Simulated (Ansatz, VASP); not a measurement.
# Y: VASP beside Ansatz

```
Y
1.0
     3.83407    0.00000    0.00000
    -1.91704    3.32041    0.00000
     0.00000    0.00000    5.60372
Y
2
Direct
  0.33333 0.66667 0.25000
  0.66667 0.33333 0.75000
```

Change from the starting cell: strain +0.050 along x and y, -0.025 along z, atoms carried along.

Alike in both runs: task single point; functional PBE; k mesh 18 × 18 × 8; occupations gaussian, width 0.15 eV; no spin polarisation.

```csv
,VASP,Ansatz
version,VASP 6.6.1,Ansatz 0.2.0
potentials or method,"VASP PAW PBE potentials, release 64 (Y_sv)","scalar-relativistic, plane waves, PAW"
plane-wave cutoff (eV),520,420
valence electrons in the cell,22,22
```

Ansatz gave:

| Property | Result |
| --- | --- |
| gap on the k mesh at the Fermi level (eV) | none |
| pressure (GPa) | -2.9 |
| largest component of the traceless stress (GPa) | 2.17 |

Q: What did VASP give for the same quantities?

A: gap on the k mesh at the Fermi level (eV): none; pressure (GPa): -3.0; largest component of the traceless stress (GPa): 2.17.

A gap of «none» marks a metal or a gap that the smearing closes.
